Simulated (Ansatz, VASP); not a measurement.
# SiC in VASP and in Ansatz

```
CELL_PARAMETERS angstrom
1.46574 0.84625 5.32123
-1.46574 0.84625 5.32123
0.00000 -1.69249 5.32123
ATOMIC_POSITIONS crystal
C 0.45035 0.45035 0.45035
C 0.54965 0.54965 0.54965
Si 0.92613 0.92613 0.92613
Si 0.07387 0.07387 0.07387
```

Change from the starting cell: biaxial_xy strain -4.9%.

Alike in both runs: task single point; functional PBE; k mesh 10 × 10 × 10; occupations fermi-dirac, width 0.02 eV; no spin polarisation.

```csv
,VASP,Ansatz
version,VASP 6.6.1,Ansatz 0.2.0
potentials or method,"VASP PAW PBE potentials, release 64 (C, Si)","plane waves, PAW"
plane-wave cutoff (eV),520,420
valence electrons in the cell,16,16
```

|  | VASP | Ansatz | Ansatz less VASP |
| --- | --- | --- | --- |
| pressure (GPa) | 27.2 | 27.3 | +0.07 |
| largest component of the traceless stress (GPa) | 18.77 | 18.63 | -0.137 |
| rms of the force components (eV/Å) | 0.191 | 0.200 | +0.0090 |

The functional is the same, so the differences come from potentials, cutoffs and numerics.

Caveats: so large a pressure means that the cell lies far from this level's equilibrium, or that cutoff or potentials fall short (VASP).
